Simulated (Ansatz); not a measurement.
NaI (zincblende) at its r2SCAN geometry, run in Ansatz at 4 levels of theory. These are computed values for a non-magnetic cell that may be hypothetical; none is a measurement.

The LDA input:
```yaml
crystal:
  lattice:
    - [0.0, 3.5431926705, 3.5431926705]
    - [3.5431926705, 0.0, 3.5431926705]
    - [3.5431926705, 3.5431926705, 0.0]
  atoms:
    - { symbol: Na, position: [0.0, 0.0, 0.0] }
    - { symbol: I, position: [0.25, 0.25, 0.25] }
kpoints:
  mp_grid: { grid: [6, 6, 6] }
  band_path:
    path:
      - [0.0, 0.0, 0.0]
      - [-0.5, -0.5, 0.0]
      - [-0.375, -0.375, 0.25]
      - [-0.375, 0.0, 0.375]
      - [0.0, 0.0, 0.5]
      - [-0.5, -0.25, 0.25]
    npoints: 1
hamiltonian:
  xc: lda
scf:
  occupations: { method: fixed }
  n_extra_bands: 4
output:
  forces: true
  stress: true
  eigenvalues: true
  write_density: true
  write_potential: true
  elf: true
  volumetric_format: npy
```

Main results, then, where recorded, the levels near the gap in eV from the Fermi energy (columns number the bands from 0), one row a point of the path (Γ, X, U, K, L, W):
```
Crystal: 2 atoms, lattice volume = 88.964 Å³
Symmetry: 24 space group operations
Space group: F-43m (ITA 216)
```
```
Basis set: ecut = 420 eV, 1807 PW (Γ)
k-points: 16 of 216 (time reversal used)
SCF 1 converged in 6 iterations: F = -8824.757838 eV  dr2 = 1.29e-9
Free energy (F): -8824.757838 eV
Fermi energy:    0.331150 eV
--- Stress (GPa, compression-positive) ---
       -0.955108       0.000000       0.000000
        0.000000      -0.955108       0.000000
        0.000000       0.000000      -0.955108
  P = ⅓ Tr σ = -0.9551 GPa (-9.551 kbar)
```
```tsv
band_8	band_9	band_10	band_11	band_12	band_13	band_14	band_15
-22.075	-10.545	0.000	0.000	0.000	3.493	7.751	7.751
-22.076	-10.374	-1.177	-0.412	-0.412	4.923	5.998	8.734
-22.076	-10.378	-1.003	-0.730	-0.323	5.491	6.559	7.991
-22.076	-10.378	-1.003	-0.730	-0.323	5.491	6.559	7.991
-22.075	-10.416	-1.275	-0.137	-0.137	5.151	7.403	7.510
-22.076	-10.374	-0.901	-0.760	-0.471	5.822	7.084	7.391
```

LDA gives a direct gap of 3.49 eV at Γ.

PBE+SOC. Against the first input these blocks differ (the band path and keys that only write files left aside):
```yaml
hamiltonian:
  xc: pbe
scf:
  occupations: { method: fixed }
  n_extra_bands: 8
magnetization:
  noncollinear: true
  spin_orbit: true
```

```
Basis set: ecut = 420 eV, 1807 PW (Γ)
k-points: 16 of 216 (time reversal used)
SCF 1 converged in 7 iterations: F = -9004.842517 eV  dr2 = 1.80e-8
Free energy (F): -9004.842517 eV
Fermi energy:    0.900100 eV
--- Stress (GPa, compression-positive) ---
        0.384640       0.000000       0.000000
        0.000000       0.384640       0.000000
        0.000000       0.000000       0.384640
  P = ⅓ Tr σ = 0.3846 GPa (3.846 kbar)
```
```tsv
band_16	band_17	band_18	band_19	band_20	band_21	band_22	band_23	band_24	band_25	band_26	band_27	band_28	band_29	band_30	band_31
-22.343	-22.343	-10.727	-10.727	-1.008	-1.008	0.000	0.000	0.000	0.000	3.510	3.510	7.600	7.600	7.600	7.600
-22.344	-22.344	-10.556	-10.556	-1.694	-1.694	-0.811	-0.811	-0.430	-0.430	4.875	4.875	5.889	5.889	8.669	8.669
-22.344	-22.344	-10.560	-10.560	-1.665	-1.585	-0.948	-0.830	-0.480	-0.459	5.426	5.434	6.421	6.486	7.900	7.904
-22.344	-22.344	-10.560	-10.560	-1.665	-1.585	-0.948	-0.830	-0.480	-0.459	5.426	5.434	6.421	6.486	7.900	7.904
-22.343	-22.343	-10.598	-10.598	-1.720	-1.720	-0.636	-0.636	-0.143	-0.143	5.102	5.102	7.357	7.357	7.373	7.373
-22.344	-22.344	-10.556	-10.556	-1.650	-1.556	-0.935	-0.788	-0.605	-0.575	5.751	5.753	6.883	7.054	7.239	7.345
```

With PBE+SOC the gap is 3.51 eV and direct, at Γ. The mean pressure is +0.38 GPa (compression positive), so PBE+SOC would enlarge the cell's volume.

r2SCAN. Against the first input these blocks differ (the band path and keys that only write files left aside):
```yaml
hamiltonian:
  xc: r2scan
```

```
Basis set: ecut = 500 eV, 2229 PW (Γ)
k-points: 16 of 216 (time reversal used)
SCF 1 converged in 6 iterations: F = -9019.437630 eV  dr2 = 5.28e-10
Free energy (F): -9019.437630 eV
Fermi energy:    0.236448 eV
--- Stress (GPa, compression-positive) ---
        0.009464       0.000000       0.000000
        0.000000       0.009464       0.000000
        0.000000       0.000000       0.009464
  P = ⅓ Tr σ = 0.0095 GPa (0.095 kbar)
```
```tsv
band_8	band_9	band_10	band_11	band_12	band_13	band_14	band_15
-22.776	-10.734	0.000	0.000	0.000	4.419	8.584	8.584
-22.777	-10.552	-1.121	-0.402	-0.402	5.580	6.858	9.840
-22.777	-10.555	-0.949	-0.705	-0.314	6.171	7.427	8.960
-22.777	-10.555	-0.949	-0.705	-0.314	6.171	7.427	8.960
-22.776	-10.597	-1.221	-0.133	-0.133	6.090	8.193	8.263
-22.777	-10.551	-0.841	-0.742	-0.454	6.456	8.108	8.175
```

The r2SCAN gap is direct at Γ: 4.42 eV. The mean stress is close to zero (0.01 GPa).

Problem. Another run on the same cell gave
```
Basis set: ecut = 420 eV, 1807 PW (Γ)
k-points: 8 of 64 (time reversal used)
SCF 1 stopped early in 2 iterations: F = -9001.786326 eV  dr2 = 9.56e-6
SCF 2 stopped early in 5 iterations: F = -9006.776044 eV  dr2 = 4.88e-7
hybrid outer 1: dexx = +2.474e-3 eV, tail = 9.51e-6 eV
SCF 3 converged in 3 iterations: F = -9006.775949 eV  dr2 = 9.34e-9
hybrid outer 2: dexx = +1.302e-7 eV, tail = 2.66e-8 eV, Δε = 3.11e-3 eV
Free energy (F): -9006.775949 eV
Fermi energy:    -0.141437 eV
--- Stress (GPa, compression-positive) ---
        0.190094       0.000000       0.000000
        0.000000       0.190094       0.000000
        0.000000       0.000000       0.190094
  P = ⅓ Tr σ = 0.1901 GPa (1.901 kbar)
```
```tsv
band_8	band_9	band_10	band_11	band_12	band_13	band_14	band_15
-24.341	-11.301	0.000	0.000	0.000	4.812	9.019	9.019
-24.342	-11.104	-1.194	-0.426	-0.426	6.112	7.246	10.191
-24.342	-11.108	-1.013	-0.739	-0.333	6.695	7.837	9.350
-24.342	-11.108	-1.013	-0.739	-0.333	6.695	7.837	9.350
-24.342	-11.152	-1.290	-0.143	-0.143	6.456	8.731	8.740
-24.342	-11.104	-0.906	-0.776	-0.476	7.011	8.463	8.616
```
Which level of theory gave it?

Solution. It is HSE06, judged by the exchange loop and the size of the gap (a near hybrid could fit too), on 4×4×4; the blocks that differ from the first input, but for the band path:
```yaml
kpoints:
  mp_grid: { grid: [4, 4, 4] }
hamiltonian:
  xc: hse06
```
The HSE06 gap is direct at Γ: 4.81 eV. The mean stress, +0.2 GPa, is small, and the program warns that its thresholds are loose for a hybrid's stress.

Small level splittings and stresses of the hybrids carry the error of their coarser meshes.

Totals of different functionals, or with and without spin-orbit coupling, can't be compared.

Only the levels marked +SOC include spin-orbit coupling.
